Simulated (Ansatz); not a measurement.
The system is C.

```xyz
2
Lattice="0.0000 1.7834 1.7834 1.7834 0.0000 1.7834 1.7834 1.7834 0.0000" Properties=species:S:1:pos:R:3 pbc="T T T"
C     2.6751    2.6751    2.6751
C     1.7834    1.7834    1.7834
```

This isn't the form of C at room conditions, which is graphite.

Base run:

| Quantity | Value |
| --- | --- |
| Program | Ansatz 0.2.0 |
| Functional | r2SCAN |
| Potentials or basis | Ansatz PAW |
| Cutoff | 500 eV (not typed: the program's choice for these potentials) |
| k mesh | 13 × 13 × 13 |
| Occupations | fermi-dirac, width 0.05 eV |
| Spin | no spin polarisation |

Its results: band gap on the k mesh 4.36 eV, indirect (least direct gap 5.88 eV); pressure -2.4 GPa.

Q: The run is repeated on the same cell with these changes: functional from r2SCAN to PBE; cutoff from 500 eV (not typed: the program's choice for these potentials) to 420 eV (not typed: the program's choice for these potentials). What comes out?

A: Band gap on the k mesh 4.15 eV, indirect (least direct gap 5.59 eV); pressure 1.8 GPa.

r2SCAN gives the wider gap, since meta-GGAs in the generalised Kohn-Sham scheme recover part of the derivative discontinuity.

Caveats: the PAW data sets come from PBE, with cores solved anew for the run's functional, which leaves a small shift of forces and pressure (some runs).
